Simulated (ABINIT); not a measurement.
Runs of ABINIT 10.8.3 (patched build) on Au. The structure is cubic, space group Im-3m (No. 229). The conventional cell has a = 3.315 Å, b = 3.315 Å, c = 3.315 Å, α = 90.00°, β = 90.00°, γ = 90.00°. Au (site symmetry m-3m) is surrounded by 8 Au at 2.87 Å. This isn't the form of Au at room conditions, which is fcc.

```tsv
level	gap on the mesh (eV)	pressure (GPa)
BLYP	none	(b)
PBEsol	none	-8.4
LDA	none	-12.4
AM05	none	-8.9
r2SCAN	none	-3.7
SCAN	none	(a)
```

Alike in all rows: task band structure; potentials or basis JTH PAW PBE v2.0; no spin polarisation; cell as given; k mesh 11 × 11 × 11; cutoff (eV) 653; smearing fermi-dirac 0.05 eV.

Question: Fill in the values left out.

Answer: (a) -7.1; (b) 9.4.

Caveats: the PAW data sets were made with another functional, which shifts forces and pressure a little; spin-orbit coupling is left out, which moves the levels of the heavy elements.

A k mesh can miss the band edges, and the runs leave out spin-orbit coupling on Au.

A gap of «none» marks a metal or a gap under the smearing width.
